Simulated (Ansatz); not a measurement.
# AlP: the cost of one run

Program: Ansatz 0.2.0. Level of theory: DFT PBE, scalar-relativistic, plane waves, PAW. These are calculated values, not measurements.

The COD entry's cell or inner coordinates are ideal or old and differ from later refinements, so a difference from it is no clean test against experiment.

1 further run of the same task is left out (set aside as unsound or not needed).

### Step 1. The structure to begin with

Symmetry: F-43m, No. 216, cubic system. The conventional cell has a = 5.507 Å, b = 5.507 Å, c = 5.507 Å, α = 90.00°, β = 90.00°, γ = 90.00°. Al (site symmetry -43m) is surrounded by 4 P at 2.38 Å. Around P (site symmetry -43m) lie 4 Al at 2.38 Å.

Structure file:

```cif
data_structure
_symmetry_space_group_name_H-M 'F-43m'
_symmetry_Int_Tables_number 216
_cell_length_a 5.5068
_cell_length_b 5.5068
_cell_length_c 5.5068
_cell_angle_alpha 90.000
_cell_angle_beta 90.000
_cell_angle_gamma 90.000
_cell_volume 166.99
loop_
_atom_site_label
_atom_site_type_symbol
_atom_site_symmetry_multiplicity
_atom_site_Wyckoff_symbol
_atom_site_fract_x
_atom_site_fract_y
_atom_site_fract_z
_atom_site_occupancy
Al1 Al 4 a 0.00000 0.00000 0.00000 1
P1 P 4 d 0.25000 0.25000 0.75000 1
```

This cell was relaxed beforehand with the same method: volume 20.87 Å³/atom, gap on the mesh 1.63 eV.

### Step 2. A bulk reference on a matched mesh

To let mesh errors cancel, the bulk is computed in a cell built on the (211) plane.

Contents of input.yaml:

```yaml
crystal:
  lattice:
    - [3.8938964419, 0.0, 0.0]
    - [0.0, 9.5380593939, 0.0]
    - [0.0, 0.0, 6.7444264768]
  atoms:
    - { symbol: Al, position: [0.0, 0.0, 0.0] }
    - { symbol: Al, position: [0.0, 0.3333333333, 0.6666666667] }
    - { symbol: P, position: [0.5, 0.75, 0.5] }
    - { symbol: Al, position: [1.0, 0.6666666667, 0.3333333333] }
    - { symbol: P, position: [0.5, 0.0833333333, 0.1666666667] }
    - { symbol: P, position: [0.5, 0.4166666667, 0.8333333333] }
    - { symbol: Al, position: [0.5, 0.0, 0.5] }
    - { symbol: P, position: [0.0, 0.75, 0.0] }
    - { symbol: P, position: [0.0, 0.0833333333, 0.6666666667] }
    - { symbol: Al, position: [0.5, 0.3333333333, 0.1666666667] }
    - { symbol: Al, position: [0.5, 0.6666666667, 0.8333333333] }
    - { symbol: P, position: [1.0, 0.4166666667, 0.3333333333] }
basis:
  ecutwfc: 420
kpoints:
  mp_grid: { grid: [8, 4, 4] }
hamiltonian:
  xc: pbe
scf:
  occupations: { method: gaussian, width: 0.05 }
output:
  forces: true
  stress: true
  eigenvalues: true
```

On the command line:

```bash
ansatz run input.yaml --threads 4 --pin off --max-ram 11264MiB --backend cpu --events-out ev --progress --plain --runs-dir out
```

What time and memory should one allow on 4 threads of Intel Xeon 6975P-C (Granite Rapids), shared host?

About 5 s, with a peak of 0.75 GiB.
